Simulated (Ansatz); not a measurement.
# A trial form of Ge

The calculation used Ansatz 0.2.0, DFT PBE, scalar-relativistic, plane waves, PAW. Cutoff 420 eV, Gaussian smearing, Γ-centred meshes. Cell and atoms relax first on a coarse mesh and then on a finer one. In between, the cell is made exact in the group found at 0.06 Å. In metals the finer mesh still leaves noise of several meV/atom or more. The steps can't lower the symmetry of their start. No spin polarisation.

The guess for Ge was made by a generator: 4-connected net of one element (P-3m1, No. 164). Its size is a rough estimate.

```yaml
crystal:
  lattice:
    - [3.91670, 0.00000, 0.00000]
    - [-1.95835, 3.39196, 0.00000]
    - [0.00000, 0.00000, 16.02022]
  atoms:
    - { symbol: Ge, position: [0.33333, 0.66667, 0.12481] }
    - { symbol: Ge, position: [0.33333, 0.66667, 0.52516] }
    - { symbol: Ge, position: [0.66667, 0.33333, 0.72516] }
    - { symbol: Ge, position: [0.00000, 0.00000, 0.92499] }
    - { symbol: Ge, position: [0.66667, 0.33333, 0.32486] }
    - { symbol: Ge, position: [0.33333, 0.66667, 0.67514] }
    - { symbol: Ge, position: [0.00000, 0.00000, 0.07501] }
    - { symbol: Ge, position: [0.66667, 0.33333, 0.87519] }
    - { symbol: Ge, position: [0.33333, 0.66667, 0.27484] }
    - { symbol: Ge, position: [0.66667, 0.33333, 0.47484] }
```

Energies count from the standard state of Ge at the same level.

Question: Where does the relaxation end?

Answer: The symmetry stays P-3m1 (No. 164). The volume per atom grows by 12.2 %, from 21.3 to 23.9 Å³. The shortest distance goes from 2.40 Å (Ge–Ge) to 2.49 Å (Ge–Ge). Conventional cell: a = 4.067 Å, c = 16.666 Å. Ge on its first site has 4 Ge at 2.49 Å; around Ge on its second site lie 4 Ge at 2.49–2.51 Å; around Ge on its third site lie 4 Ge at 2.49 Å; Ge on its fourth site is surrounded by 4 Ge at 2.49 Å; around Ge on its fifth site lie 4 Ge at 2.49–2.51 Å.

```
Ge
1.0
     4.06746    0.00000    0.00000
    -2.03373    3.52253    0.00000
     0.00000    0.00000   16.66561
Ge
10
Direct
  0.33333 0.66667 0.12477
  0.33333 0.66667 0.52510
  0.66667 0.33333 0.72578
  0.00000 0.00000 0.92521
  0.66667 0.33333 0.32430
  0.33333 0.66667 0.67570
  0.00000 0.00000 0.07479
  0.66667 0.33333 0.87523
  0.33333 0.66667 0.27422
  0.66667 0.33333 0.47490
```

Question: Give its energy and gap.

Answer: The energy over the standard state is 0.00 eV/atom. The gap on the 12×12×4 mesh of the 10-atom cell is 0 eV (the bands overlap slightly).

It is level with the standard state within the noise.

The last run used Gaussian smearing of 0.10 eV. The zero gap may come from the functional, which often closes small gaps. A structure relaxed within its symmetry needn't be a true minimum.
